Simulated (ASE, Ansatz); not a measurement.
# What went wrong? bare LaP nanowire along [001] (288 atoms)

Program: Ansatz 0.2.0. The cell: 144 La and 144 P.

Contents of input.yaml:

```yaml
crystal:
  lattice:
    - [27.0625, 0.0, 0.0]
    - [0.0, 27.0625, 0.0]
    - [0.0, 0.0, 24.1]
  atoms:
    - { symbol: La, position: [0.22223, 0.22094, 0.9985] }
    - { symbol: P, position: [0.3327, 0.22125, 0.9998] }
    - { symbol: La, position: [0.33413, 0.33392, 0.99914] }
    - { symbol: P, position: [0.22148, 0.33358, 0.0006] }
    - { symbol: La, position: [0.3335, 0.22071, 0.12545] }
    - { symbol: P, position: [0.22129, 0.22103, 0.12506] }
    - { symbol: La, position: [0.22077, 0.3318, 0.12561] }
    - { symbol: P, position: [0.33313, 0.33221, 0.12513] }
    - { symbol: La, position: [0.22321, 0.22168, 0.24832] }
    - { symbol: P, position: [0.33274, 0.2231, 0.24953] }
    - { symbol: La, position: [0.33314, 0.33132, 0.24905] }
    - { symbol: P, position: [0.22168, 0.33289, 0.25094] }
    - { symbol: La, position: [0.33321, 0.2205, 0.37502] }
    - { symbol: P, position: [0.22135, 0.22145, 0.37563] }
    - { symbol: La, position: [0.22239, 0.33187, 0.37431] }
    - { symbol: P, position: [0.33336, 0.33305, 0.3762] }
    - { symbol: La, position: [0.22248, 0.22213, 0.50002] }
    - { symbol: P, position: [0.33284, 0.22174, 0.49896] }
    [... 264 atom lines left out ...]
    - { symbol: La, position: [0.77837, 0.77811, 0.74974] }
    - { symbol: P, position: [0.66754, 0.77824, 0.75022] }
    - { symbol: La, position: [0.77901, 0.66761, 0.87491] }
    - { symbol: P, position: [0.66768, 0.66865, 0.87428] }
    - { symbol: La, position: [0.66879, 0.77837, 0.87575] }
    - { symbol: P, position: [0.77825, 0.77928, 0.87556] }
kpoints:
  mp_grid: { grid: [1, 1, 1] }
hamiltonian:
  xc: pbesol
scf:
  occupations: { method: fermi_dirac, width: 0.025 }
  eigensolver: { kind: { support_functions: { accuracy: medium, spacing: 0.6 } } }
  mixing: { beta: 0.2 }
  max_iter: 50
output:
  forces: true
```

Command:

```bash
ansatz run input.yaml --threads 32 --pin off --max-ram 143360MiB --backend cuda --events-out ev --progress --plain --runs-dir out
```

Numbers of over 12 decimals in the logs are rounded to 6 here.

What it wrote:

```text
Warning: scf.eigensolver.kind.support_functions: disabling space-group detection — the functions' gradient is summed over unrotated k-points, so no spatial operation reduces the k-mesh or symmetrises the density; time reversal is kept, so that k and −k are solved as one point where they differ and the mesh holds both, and exact exchange and, on two spinor components, a DFT+U term hold to it where the run has them: [...]
settings of this run that can trade accuracy for cost: scf.eigensolver.kind.support_functions [...]
Engine: ansatz 0.2.0, aarch64-unknown-linux-gnu
Pseudopotentials: kind: paw
Pseudopotential: La, paw, valence charge 11, recommended cutoff 420 eV (normal), La.paw.azcp
Pseudopotential: P, paw, valence charge 5, recommended cutoff 420 eV (normal), P.paw.azcp
[... 3 lines on functional and potentials left out ...]
device memory: the entry about to start is reckoned to put 12.6 GiB on a device that reports 182.5 GiB free
GPU FFT provider: cuFFT
GPU libraries: cuBLAS 13.8.1, cuFFT 12.4.0, cuSOLVER 12.3.2
GPU matrix products: emulated (plane waves: as basis.precision tells), large ones in fixed point in workspaces of 1.00 GiB
Crystal: 288 atoms, lattice volume = 17650.332 Å³
Basis set: ecut = 420 eV, 344809 PW (Γ), exchange–correlation on 384×384×324 points (8 copies of the dense FFT grid, shifted against one another)
Bands: 1383, of which v1, the nominal top of the filled ones, is band 1152 counted from 1 (1151 counted from 0)
Symmetry: 1 space group operations
k-points: 1
[... 7 lines on functional and potentials left out ...]
Initial density: superposition of atomic densities (neutral atoms: chi_scale 0, normalization atom)
Initial wavefunctions: pseudopotential atomic-orbital guess
GPU buffer pool allocated for 5971968 grid points (all kernels)
Functional: x = pbesol(κ = 0.804, μ = 0.123457), c = pbesol(β = 0.046)
SCF iter   1: F=—  HF=-993481.556405 eV  |F-HF|=—  |Δ(HF+E_count)|=         —  Δρ=4.17e-2  dr2=5.29e2  ethr=1.00e-1
preconditioner: auto → Resta (q_TF=auto, 1.943 Å⁻¹)  ε∞=3.5  [insulator: Δε(μ)=0.147 eV  Ē_g=11.171 eV  σ=0.025 eV  W_gap=0.90  n_scr=2186 (ndim 8)  ℏωp=12.5 eV  f_vac=0.442  D(μ)=9.72/eV (n_scr^D=6)  ε∞_Penn≈2.3  vacuum switching off (levels at the Fermi level)]
SCF iter   2: F=—  HF=-993932.277753 eV  |F-HF|=—  |Δ(HF+E_count)|=    4.51e2  Δρ=3.94e-2  dr2=4.66e2  ethr=2.30e-2
SCF iter   3: F=—  HF=-993894.402568 eV  |F-HF|=—  |Δ(HF+E_count)|=    3.79e1  Δρ=3.01e-2  dr2=2.81e2  ethr=2.02e-2
SCF iter   4: F=—  HF=-993845.110433 eV  |F-HF|=—  |Δ(HF+E_count)|=    4.93e1  Δρ=1.19e-2  dr2=4.84e1  ethr=1.22e-2
SCF iter   5: F=—  HF=-993842.689706 eV  |F-HF|=—  |Δ(HF+E_count)|=    2.42e0  Δρ=8.71e-3  dr2=3.18e1  ethr=2.10e-3
SCF iter   6: F=—  HF=-993836.662089 eV  |F-HF|=—  |Δ(HF+E_count)|=    6.03e0  Δρ=3.16e-3  dr2=8.64e0  ethr=1.38e-3
SCF iter   7: F=—  HF=-993835.466917 eV  |F-HF|=—  |Δ(HF+E_count)|=    1.20e0  Δρ=4.13e-3  dr2=5.52e0  ethr=3.75e-4
SCF iter   8: F=—  HF=-993834.676204 eV  |F-HF|=—  |Δ(HF+E_count)|=   7.91e-1  Δρ=1.23e-3  dr2=2.52e0  ethr=2.40e-4
SCF iter   9: F=—  HF=-993834.718939 eV  |F-HF|=—  |Δ(HF+E_count)|=   4.27e-2  Δρ=2.19e-3  dr2=2.47e0  ethr=1.09e-4
SCF iter  10: F=—  HF=-993834.647627 eV  |F-HF|=—  |Δ(HF+E_count)|=   7.13e-2  Δρ=1.06e-3  dr2=6.69e-1  ethr=1.07e-4
[...]
SCF iter  15: F=—  HF=-993835.065605 eV  |F-HF|=—  |Δ(HF+E_count)|=   5.30e-2  Δρ=1.30e-4  dr2=7.62e-3  ethr=7.02e-7
SCF iter  16: F=—  HF=-993835.071281 eV  |F-HF|=—  |Δ(HF+E_count)|=   5.68e-3  Δρ=8.34e-5  dr2=2.98e-3  ethr=3.31e-7
SCF iter  17: F=—  HF=-993835.089748 eV  |F-HF|=—  |Δ(HF+E_count)|=   1.85e-2  Δρ=5.90e-5  dr2=1.29e-3  ethr=1.29e-7
SCF iter  18: F=—  HF=-993835.095372 eV  |F-HF|=—  |Δ(HF+E_count)|=   5.62e-3  Δρ=4.57e-5  dr2=6.98e-4  ethr=5.62e-8
SCF iter  19: F=—  HF=-993835.101031 eV  |F-HF|=—  |Δ(HF+E_count)|=   5.66e-3  Δρ=1.78e-5  dr2=1.48e-4  ethr=3.03e-8
SCF iter  20: F=—  HF=-993835.102940 eV  |F-HF|=—  |Δ(HF+E_count)|=   1.91e-3  Δρ=1.11e-5  dr2=5.59e-5  ethr=6.43e-9
SCF iter  21: F=—  HF=-993835.103990 eV  |F-HF|=—  |Δ(HF+E_count)|=   1.05e-3  Δρ=7.49e-6  dr2=2.30e-5  ethr=2.43e-9
SCF iter  22: F=—  HF=-993835.104395 eV  |F-HF|=—  |Δ(HF+E_count)|=   4.05e-4  Δρ=4.15e-6  dr2=1.26e-5  ethr=9.98e-10
SCF iter  23: F=—  HF=-993835.104469 eV  |F-HF|=—  |Δ(HF+E_count)|=   7.39e-5  Δρ=4.02e-6  dr2=7.93e-6  ethr=5.45e-10
SCF iter  24: F=-993835.104782 eV  HF=-993835.104692 eV  |F-HF|=9.00e-5  |Δ(HF+E_count)|=   2.24e-4  Δρ=1.30e-6  dr2=1.69e-6  ethr=3.44e-10
SCF 1 converged in 24 iterations: F = -993835.116701 eV  dr2 = 1.69e-6
[...]
SCF converged after 24 iterations
Stability not checked: this state was not tested for a lower state beside it, because the mixer in use, unlike msr1, does not test its closes by its own steps (another_mixer; see scf.mixing.algorithm and scf.lower_state_search)
Free energy (F): -993835.116701 eV
Harris-Foulkes:  -993835.116611 eV  (|F-HF|=9.00e-5)
Internal energy: -993835.021524 eV  (E = F + TS)
E sigma→0 (E₀):  -993835.069112 eV
Entropy (-TS):   -0.095177 eV (-0.330 meV/atom)
Fermi energy:    2.323561 eV
--- Per-component energies (eV) ---
  E_band       = -22027.982922
  E_kinetic    = 36204.093766
  E_local      = -895784.624633  (includes V_loc(G=0)·N_el)
  E_nonlocal   = 20493.240456
  E_softening  = 6.982608  (part of E_nonlocal)
  E_grid_corr  = -901.366521  (part of E_nonlocal)
  E_hartree    = 428973.019258
  E_xc         = -28613.165311
  E_vxc        = -29702.521741  (∫ρ·V_xc dr)
  E_paw        = -847776.130047  (= ΣΔE_a)
  E_vpaw       = -11184.226626  (= ΣTr[D̂ρ^β])
  E_aug_tail   = 0.000381  (compensation charges beyond the density's cutoff)
  E_ewald      = 292637.509329
  E_core_change = 31.047196  (= ΣΔE_core)
  E_smearing   = -0.095177  (= −TS)
  E_closure    = -0.000000  (closes the sum)
  E_support_correction = -0.011918  (second-order, or where that is not computed along the SCF)
  E_support_correction_error = 1.2e-3  (of E_support_correction; not in F)
  Σ components = -993835.116701   (vs F -993835.116701, Δ=0.00e0)
--- Forces (eV/Å), atoms counted from 1 ---
[... 288 lines of forces left out ...]
  max |Σ_I F_I| component: 1.04e1 eV/Å
--- Band table (eV) ---
[... left out ...]
  guard bands above this table: 200 of the run's 1383 bands (output.publish_guard_bands: true publishes all)
```

It took 14 s on 1 × NVIDIA GB200 with 32 threads of Arm Neoverse V2, shared host; peak memory 3.2 GiB; 32 s of CPU time.

Against a sound run (Kohn-Sham DFT, PBEsol, PAW (set soft_2), plane waves):

* r.m.s. difference of force components: 779.4 meV/Å
* longest difference of force vectors: 2217 meV/Å
* force difference over r.m.s. force: 287.1 %
* energy difference: 1109 meV/atom

Q: Name the fault and the fix.

A grid far too coarse: support_functions.spacing = 0.6.

The fix is to leave the spacing at the level's default.

The run converged all the same, so the exit status doesn't show the fault.

[Logs are printed without paths, hosts, clocks, repeated set-up lines and the standing remarks that a program may print on its own settings, such as how far it seeks lower states.]

[Hosts, paths, dates, database ids (printed as entryN), source tags and the programs' standing remarks are cut or masked in the printed files.]
